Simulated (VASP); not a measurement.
The system is Nd.

```
Nd
1.0
     3.65700    0.00000    0.00000
    -1.82850    3.16705    0.00000
     0.00000    0.00000    5.90200
Nd
2
Direct
  0.66667 0.33333 0.75000
  0.33333 0.66667 0.25000
```

This isn't the form of Nd at room conditions, which is double hcp.

Base run:

| Item | Value |
| --- | --- |
| Program | VASP 6.6.1 |
| Functional | PBE |
| Potentials or basis | VASP PAW PBE potentials, release 64 (Nd) |
| Cutoff | 500 eV |
| k mesh | 8 × 8 × 5 |
| Occupations | gaussian, width 0.1 eV |
| Spin | collinear spin, ferromagnetic start |
| Starting moments | [3.0, 3.0] μB |

Its results: band gap on the k mesh none (metal or under the smearing width); pressure 0.2 GPa; net moment 8.22 μB per cell; site moments Nd +3.36 μB.

The run is repeated on the same cell with these changes: functional from PBE to LDA; further incar settings from ALGO = Normal; EDIFF = 1.00e-06; NBANDS = 25 to ALGO = Normal; EDIFF = 1e-07; NBANDS = 25. What comes out?

Band gap on the k mesh none (metal or under the smearing width); pressure -5.5 GPa; net moment 8.04 μB per cell; site moments Nd +3.35 μB.

Caveats: the magnetic or orbital state may not be the lowest; spin-orbit coupling is left out, which moves the levels of the heavy elements; ASE's xc='lda' writes no GGA tag, so the PBE potentials set the functional and the run is PBE (some runs); the PAW data sets were made with another functional, which shifts forces and pressure a little (some runs).
